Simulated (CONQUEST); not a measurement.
Crystal: GaN.

```xyz
4
Lattice="3.1869 0.0000 0.0000 0.0000 3.1869 0.0000 0.0000 0.0000 4.5070" Properties=species:S:1:pos:R:3 pbc="T T T"
Ga    0.0000    0.0000    0.0000
Ga    1.5935    1.5935    2.2535
N     0.0000    1.5935    3.3803
N     1.5935    0.0000    1.1268
```

The cell is a database's computed one.

Base run:

* Program: CONQUEST 1.3
* Functional: PBE
* Potentials or basis: PseudoDojo NC PBE, DZP, grid cutoff 150 Ha
* k mesh: 8 × 8 × 6
* Occupations: fermi-dirac, width 0.05 eV
* Spin: no spin polarisation

Its results: band gap on the k mesh 1.84 eV; pressure 8.7 GPa.

Q: The run is repeated on the same cell with these changes: potentials or basis from PseudoDojo NC PBE, DZP, grid cutoff 150 Ha to PseudoDojo NC PBE, SZ, grid cutoff 150 Ha. What comes out?

A: Band gap on the k mesh 1.86 eV; pressure 15.6 GPa.

Caveats: the basis of atomic orbitals isn't converged, which shifts pressures, moduli and gaps; the real-space grid breaks the cell's symmetry a little; the atomic basis is small (some runs); so large a pressure means that the cell lies far from this level's equilibrium, or that cutoff or potentials fall short (some runs).

A k mesh can miss the band edges.
